# Five pressures for one crystal of MnS

## A small length makes a large pressure

Suppose that two programs agree on how stiff a crystal is, but one of them prefers it longer by a small fraction x in every direction. Volume goes as the cube of length, so the preferred volumes differ by the fraction 3x. If both programs are given the same cell, their pressures then differ by

ΔP ≈ 3Bx,

where B is the bulk modulus, the pressure needed per unit of relative compression. Because B is large in a solid, a tiny disagreement about length appears as a pressure that looks alarming.

The table shows such a case. Five programs were given the same cell of rock-salt MnS, with the atoms pushed slightly off their ideal sites, and the same density functional. A positive pressure means that the crystal pushes outwards, and a negative one that it pulls inwards.

Kohn-Sham DFT with PBE for one two-atom cell of MnS, atoms moved at random by about 0.05 Å; collinear spins with a ferromagnetic start, 9×9×9 k mesh, Fermi-Dirac smearing of 0.05 eV. The basis column gives the plane-wave cutoff or the orbital set. Pressure is positive in compression, without Ansatz's Pulay correction; the energy change is relative to the unmoved cell.

```tsv
program	potentials	basis	pressure (GPa)	largest force (eV/Å)	energy change per atom (meV)	cell moment (μB)
GPAW	GPAW PAW data sets (gpaw data 1.2.1)	600 eV	-2.930	0.097	n/a	4.690
Ansatz	Ansatz PAW	420 eV	-2.890	0.094	0.900	4.710
Quantum ESPRESSO	SSSP 1.3 efficiency PBE	884 eV	-2.710	0.095	0.910	4.730
ABACUS	PseudoDojo NC SR 0.4.1 PBE standard	1320 eV	-1.990	0.096	0.920	4.770
SIESTA	PseudoDojo 0.4 standard, converted to PSML	DZP	-1.370	0.101	0.940	4.780
```

Every program wants this cell to shrink, but they disagree on how strongly. From GPAW to SIESTA the pressure changes by 1.56 GPa. For MnS, B is roughly 75 GPa, a recalled value for the real material; the ferromagnetic cell computed here may be softer or stiffer, so the result is only a rough size. The formula gives x ≈ 1.56/(3 × 75) ≈ 0.007, or 0.7 % in length, which is about 0.02 Å on a Mn–S contact of 2.6 Å.

The disagreement is therefore modest as a statement about size, though large as a pressure. It still has to come from somewhere. Three causes suggest themselves: too few plane waves, a different magnetic moment, and the way in which each program represents the atoms and their electrons. Three rows are enough to weigh them: Ansatz, ABACUS and SIESTA.

## Why the forces agree when the pressures do not

The largest force varies by only 7 % of its mean over the five rows. The energy change per atom, which is the cost of pushing the atoms off their sites, varies by 4 % over the four rows that have it. So the programs respond to the displacement in nearly the same way. Whatever separates their pressures changes this response by only a few per cent.

A bead held between two equal springs, stretched between fixed walls, shows how this can be. Let each spring have stiffness k and natural length ℓ, and let the bead sit midway, at a distance D from either wall. The two pulls on it cancel, whatever ℓ is. If the bead is moved by u, the net restoring force is 2ku, and ℓ has still dropped out. Each wall, however, feels a pull k(D − ℓ), which changes at once if ℓ is slightly wrong.

The force on an atom in MnS resembles the force on the bead, and the pressure resembles the pull on the walls. In perfect rock salt the force on each atom vanishes by symmetry in any program, so a computational error can only change the restoring force by some fraction. No symmetry sets the pressure to zero. The likeness ends where real bonds stop being ideal springs: their stiffness changes with length, so an error in preferred size also leaks into the forces. The table shows a trace of this: the energy change climbs from 0.90 to 0.94 meV as the pressure rises. The pressure spread is about 2 % of B, and bonds squeezed by that much in volume are expected to stiffen by several per cent, so the leak may account for much of the spread in the response.

## The tempting answer: too few plane waves

Four of the programs build the electron waves from plane waves up to a cutoff energy, listed in the basis column. In these rows the pressure tends to rise with the cutoff, with a correlation of 0.94. It is tempting to conclude that the low pressures are unfinished results, and that Ansatz at 420 eV would climb towards ABACUS at 1320 eV if it were given more waves.

There is even a sound mechanism behind the idea. When a cell shrinks with a fixed set of plane waves, all the waves become shorter, and the set describes sharp features better. The energy falls for this reason alone, so the crystal seems more eager to shrink than it is. The computed pressure is then too low, and the term that repairs it is called the Pulay correction.

Ansatz computes this correction, and the pressure in the table leaves it out. It amounts to 0.04 GPa, whereas Ansatz lies 0.90 GPa below ABACUS. The effect has the right sign but covers only about 4 % of the distance. For this row, the only one that reports the correction, the explanation fails by its size. A shortage of waves in ABACUS would not rescue it, since by the same mechanism more waves would be expected to raise that pressure further.

The correlation has a simpler reading. ABACUS uses norm-conserving potentials, which must keep the full charge of the compact Mn 3d electrons inside the core region and therefore need short waves. The PAW and ultrasoft methods of the other three plane-wave rows restore part of that charge separately and manage with smoother waves. A cutoff is thus partly a label for the kind of potential, and cutoffs of different potentials do not form one scale of quality.

## A better candidate: the magnetic moment

The cell moment measures the excess of electrons of one spin over the other, one Bohr magneton (μB) for each unpaired electron. It rises from row to row together with the pressure. In the plane-wave rows the correlation is 0.96, practically the same as for the cutoff. Two quite different explanations thus give almost the same correlation on four points, and that number alone cannot choose between them. The moment at least orders all four rows correctly, whereas GPAW at 600 eV lies below Ansatz at 420 eV.

Here too theory offers a reason. A larger moment means that more electrons have moved from minority-spin into majority-spin states, and the states they enter often bind the crystal less than those they leave. Weaker bonding favours a larger crystal. At a fixed cell, a program that finds a larger moment should then also find a higher pressure.

SIESTA offers a test, because it builds its electron waves from atom-centred functions and can be kept out of the fit. A straight line through the four plane-wave rows, found by least squares, rises by about 12 GPa per μB. Carried on to SIESTA, it predicts −1.96 GPa, while the program gives −1.37 GPa. Four points fix such a line poorly: when each row is predicted from the other three, the typical miss is already 0.3 GPa.

A direct comparison of ABACUS and SIESTA is more telling than the line. Their moments, 4.77 and 4.78 μB, are almost equal, yet their pressures differ by 0.62 GPa. The line assigns only 0.12 GPa of this step to the moment. Rounding hides nothing here: the unrounded moments differ by slightly less than the printed ones.

The energy levels of the same runs point the same way. The gap between the fourth-highest filled majority-spin level and the lowest empty minority-spin level, taken at the centre of the Brillouin zone, is 3.82 eV in both programs. In Quantum ESPRESSO this gap is 3.64 eV. The three filled levels above the chosen one are split by only about 0.2 eV between the spins, so they say little about the magnetism of Mn. By these two measures ABACUS and SIESTA describe nearly the same magnetic state, so the moment is a poor explanation for the distance between them.

## What separates SIESTA from ABACUS

The two programs use potentials of nominally the same family, but very different bases. ABACUS has plane waves up to a high cutoff. SIESTA has a DZP basis: two radial functions for each valence orbital, plus functions that let the atom polarise. Such a basis is compact, and it gives the electrons less freedom.

Less freedom costs energy. By the variational principle, a more restricted basis cannot reach a lower energy for the same potential and the same energy functional. SIESTA's free energy indeed lies 0.50 eV per cell above that of ABACUS, which counts as basis error only so far as the converted potential equals the original. In addition, the atomic Mn level from which SIESTA makes its functions over the semicore shell is off by about 1 eV, a sign that the basis is strained at Mn. The levels at the zone centre show the strain too: the lowest empty majority-spin level lies 2.153 eV above the Fermi energy in SIESTA, against 1.626 to 1.706 eV in the plane-wave rows, while the listed filled levels of SIESTA and ABACUS agree within 0.07 eV.

An energy error that is the same at every volume would leave the pressure untouched, since pressure is the fall of energy per unit of added volume. What matters is how fast the excess changes. The step of 0.62 GPa corresponds to 0.62/160 ≈ 0.0039 eV/Å³, because 1 eV/Å³ is about 160 GPa. The cell holds two atoms at 17.67 Å³ each, so one per cent of its volume is 0.35 Å³, and the product is 0.0014 eV.

To produce the whole step, the excess of 0.50 eV would have to fall by only 1.4 meV when the cell grows by one per cent. That is about 0.3 % of the excess. A basis error of this size can therefore easily move the pressure by the observed amount.

This makes the basis the leading suspect for SIESTA's step, but the estimate does not show that the excess really falls as the cell grows. Theory does not fix the sign: a small atom-centred basis often gains on compression, when atoms borrow their neighbours' functions, and that would lower the pressure instead. A run with a larger SIESTA basis would decide: if the explanation holds, both the energy and the pressure should move towards those of ABACUS.

## What separates ABACUS from the other plane-wave rows

GPAW, Ansatz and Quantum ESPRESSO lie within 0.22 GPa of one another, and ABACUS lies 0.72 GPa above the highest of them. All the programs treat the same number of electrons explicitly, 21 per cell, so the step does not come from freezing a different number into the cores. Apart from cutoff errors, which were measured only for Ansatz, what remains different is how the potential imitates the region near the nucleus. A slight change there can alter the reach of the Mn 3d electrons, and with it the preferred size of the crystal.

The potential is therefore the main suspect for this step, though no run here changes it alone. The moment may still play a part, since ABACUS has both a larger moment and a higher pressure than these three programs. It could be a link in the chain, with the potential raising the moment and the moment raising the pressure, or merely a companion. Repeating the ABACUS run with its moment held at the Quantum ESPRESSO value would separate the two.

## Using such pressures

For practical work, a pressure difference between programs is best turned into a length with x ≈ ΔP/(3B) before it is judged. The same mismatch in length gives a larger pressure difference in a stiffer crystal. Close agreement of forces after a small displacement is no warrant for close agreement of pressures, as these five rows show. A study that compares pressures should keep one program, one set of potentials and one basis throughout, so that a steady offset cancels.

The numbers also belong to a particular magnetic state. All five runs describe a ferromagnetic metal, whereas real MnS is an insulator that orders antiferromagnetically at low temperature, an order for which this two-atom cell has no room. Plain PBE is also known to localise the Mn 3d electrons too weakly. The table can therefore show how far the programs differ on a common task, but none of its pressures should be used to correct the size of real MnS.
